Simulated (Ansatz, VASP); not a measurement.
MgI2 in VASP and in Ansatz

```
CELL_PARAMETERS angstrom
4.02381 0.00000 0.00000
-2.01191 3.48472 0.00000
0.00000 0.00000 7.31216
ATOMIC_POSITIONS crystal
Mg 0.00000 0.00000 0.00000
I 0.33333 0.66667 0.75763
I 0.66667 0.33333 0.24237
```

Alike in both runs: task single point; functional LDA; k mesh 9 × 9 × 4; occupations gaussian, width 0.05 eV; no spin polarisation.

|  | VASP | Ansatz |
| --- | --- | --- |
| version | VASP 6.6.1 | Ansatz 0.2.0 |
| potentials or method | VASP PAW LDA potentials, release 64 (Mg, I) | scalar-relativistic, plane waves, PAW |
| plane-wave cutoff (eV) | 520 | 420 |
| valence electrons in the cell | 16 | 44 |

|  | VASP | Ansatz | Ansatz less VASP |
| --- | --- | --- | --- |
| gap on the k mesh at the Fermi level (eV) | 3.19 | 3.21 | +0.015 |
| least direct gap on the mesh (eV) | 3.33 | 3.32 | -0.011 |
| pressure (GPa) | -1.4 | -1.3 | +0.12 |
| largest component of the traceless stress (GPa) | 1.84 | 1.86 | +0.018 |
| rms of the force components (eV/Å) | 0.200 | 0.194 | -0.0059 |

Atom by atom the forces differ by 0.006 eV/Å (rms over components). The two sets of potentials don't hold the same shells in valence.

Caveats: spin-orbit coupling is left out, which moves the levels of the heavy elements; an odd mesh through Γ misses points on the zone boundary, where band edges often lie.
